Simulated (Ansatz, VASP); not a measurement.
# Y: VASP beside Ansatz

```
Y
1.0
     0.00000    2.48900    2.48900
     2.48900    0.00000    2.48900
     2.48900    2.48900    0.00000
Y
1
Direct
  0.00000 0.00000 0.00000
```

Change from the starting cell: volume scaled by 0.95, PAW files.

Alike in both runs: task electric field gradients; functional PBE; k mesh 12 × 12 × 12; occupations fermi-dirac, width 0.03 eV; no spin polarisation.

```csv
,VASP,Ansatz
version,VASP 6.6.1,Ansatz 0.2.0
potentials or method,"VASP PAW PBE potentials, release 64 (Y_sv)","PAW with Ansatz's default frozen-core files, scalar-relativistic"
plane-wave cutoff (eV),520,420
valence electrons in the cell,11,11
```

```csv
,VASP,Ansatz,Ansatz less VASP
pressure (GPa),2.0,2.2,+0.13
Vzz of the field gradient on the site that differs most (V/Å²),0.0,0.0,0.00
```

Ansatz warned: «gradients_without_spin_orbit».
